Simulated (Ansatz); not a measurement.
# BaZrO3, cubic perovskite: band edges under a change of volume

How fast do the gaps move when the cell is scaled evenly? The symmetry of the cell is held, so distortions that would lower it, which this phase may prefer, aren't tested.

Calculated with Ansatz 0.2.0, PBEsol, PAW files of the set soft_1, cutoff 600 eV, Fermi–Dirac smearing 0.02 eV, k-mesh 7×7×7, no spin polarisation, no spin-orbit coupling.

Reference cell, relaxed at zero pressure with PBEsol (Pm-3m): a = 4.1806 Å, b = 4.1806 Å, c = 4.1806 Å, α = 90.00°, β = 90.00°, γ = 90.00°.

```csv
atom,x,y,z
Ba,0.0000,0.0000,0.0000
Zr,0.5000,0.5000,0.5000
O,0.5000,0.5000,0.0000
O,0.5000,0.0000,0.5000
O,0.0000,0.5000,0.5000
```

Levels are read on the k-mesh and along lines from Γ to X = (0, 0.5, 0), M = (0.5, 0.5, 0) and R = (0.5, 0.5, 0.5) in the reciprocal basis of this cell (the letters only name these points), and count from the highest filled level.

```csv
ln(V/V0),gap (eV),direct gap at Γ (eV)
−0.0619,3.310,3.393
−0.0408,3.268,3.387
−0.0202,3.225,3.375
0.0000,3.181,3.360
0.0392,3.094,3.319
0.0583,3.050,3.294
```

**Question.** Fit the direct gap at Γ and give it at ln(V/V0) = 0.0198, a row left out above.

A straight line through the 6 rows: the means are −0.004233 for ln(V/V0) and 3.3547 for the level, Σ(Δx)² = 0.01073 and ΣΔxΔy = −0.009038, so the slope is −0.009038/0.01073 = −0.8421 and the intercept 3.3547 − (−0.8421)(−0.004233) = 3.3511.

The slope is the volume deformation potential of this gap, −0.84 eV, as a mean over the range. The line gives 3.334 eV. The run itself gives 3.341 eV, so the estimate misses by 0.007 eV; the fitted rows themselves lie up to 0.010 eV off the law.

The rows curve: the slope runs from −0.28 between the first two to −1.31 eV between the last two, so the line is a mean over the range.

The gap lies below the direct one at Γ in every row. Semilocal functionals give gaps that are too small, and the error differs from valley to valley, so the order of close valleys can be wrong too.

[Logs are printed without paths, hosts, clocks, repeated set-up lines and the standing remarks that a program may print on its own settings, such as how far it seeks lower states.]
